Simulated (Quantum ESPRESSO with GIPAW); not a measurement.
# CuI (Marshite): how strain moves the 63Cu line

The database entry behind the starting cell differs from later determinations by our own check (about 0.15 % long (mineral sample)), so it need not match the best structure at ambient conditions.

GIPAW runs (PBEsol, plane-wave PAW from pslibrary 1.0.0 recipes, cutoffs 55 and 330 Ry, one 12×12×12 mesh for all shielding runs; Quantum ESPRESSO with GIPAW, a patched development version; no spin-orbit coupling, no macroscopic shape term) on CuI (Marshite), space group F-43m before straining. The cell below is strained along the z axis of the cell given, with the other two held, and the atoms were let relax in pw.x at each strain but kept their fractional coordinates.

```xyz
2
Lattice="0.0000 3.0315 3.0315 3.0315 0.0000 3.0315 3.0315 3.0315 0.0000" Properties=species:S:1:pos:R:3 pbc="T T T"
I     0.0000    0.0000    0.0000
Cu    1.5157    1.5157    1.5157
```

The cell is an entry of the Crystallography Open Database; it need not be the form that is stable at ambient conditions.

The bonds are those of Cu (atom 2; CuI4). One row is withheld.

| strain (%) | mean bond (Å) | σ_iso I (ppm) | σ_iso Cu (ppm) | span Cu (ppm) |
| --- | --- | --- | --- | --- |
| -2 | 2.6080 | 4393.00 | 313.65 | 19.1 |
| -1.5 | 2.6123 | 4391.18 | 323.88 | 14.3 |
| -1 | 2.6166 | ? | ? | ? |
| 0 | 2.6254 | 4385.00 | 355.55 | 0.0 |
| +0.5 | 2.6297 | 4382.71 | 366.36 | 4.6 |
| +1 | 2.6341 | 4380.27 | 377.32 | 9.2 |
| +2 | 2.6430 | 4375.08 | 399.61 | 18.1 |

**Task.** Fit σ_iso of Cu against strain, judge whether a straight line is enough, and predict the withheld row at -1 %.

1. With n = 6: Σx = 0.000, Σy = 2136.37, Σx² = 11.5000, Σxy = 246.600.

2. Slope b = (nΣxy − ΣxΣy)/(nΣx² − (Σx)²) = 21.44 ppm per %, intercept a = (Σy − bΣx)/n = 356.06 ppm.

3. Residuals (run less line), in the order of the table: +0.48, -0.02, -0.51, -0.42, -0.19, +0.66 ppm. They bend in one sense; the largest is 0.8 % of the range of σ, so a line serves for most purposes and a parabola takes up the rest: σ = 355.54 + 21.496 x + 0.270 x², with residuals of 0.03 ppm or less.

4. At -1 % (inside the fitted range) the line gives 334.62 ppm and the parabola 334.32 ppm.

5. The run gives:

| strain (%) | mean bond (Å) | σ_iso I (ppm) | σ_iso Cu (ppm) | span Cu (ppm) |
| --- | --- | --- | --- | --- |
| -1 | 2.6166 | 4389.28 | 334.29 | 9.4 |

Prediction less run: the line misses by +0.33 ppm, the parabola by +0.03 ppm. By the parabola, a strain of +1 % changes σ of Cu by +21.77 ppm and one of −1 % by -21.23 ppm; the mean slope is +21.44 ppm per %, or 25 ppm for 0.01 Å of mean bond length. The shift moves the opposite way, scaled by the slope of a reference line. Over the table σ of I goes from 4393.00 to 4375.08 ppm. Zero strain is the database's lattice, not this functional's rest cell, and neither cutoff nor mesh was tested for the slopes. The omitted shape term, common to all sites, changes with strain too. This build of gipaw.x prints that it is not audited and that its numbers are no references by themselves. 63Cu is quadrupolar, so a real line also moves with the field gradient, which is not computed here.

[Banner, clock, file and message-heading lines were taken out of the pw.x and gipaw.x logs.]

[Logs are printed without paths, hosts, clocks, repeated set-up lines and the standing remarks that a program may print on its own settings, such as how far it seeks lower states.]

[Hosts, paths, dates, database ids (printed as entryN), source tags and the programs' standing remarks are cut or masked in the printed files.]
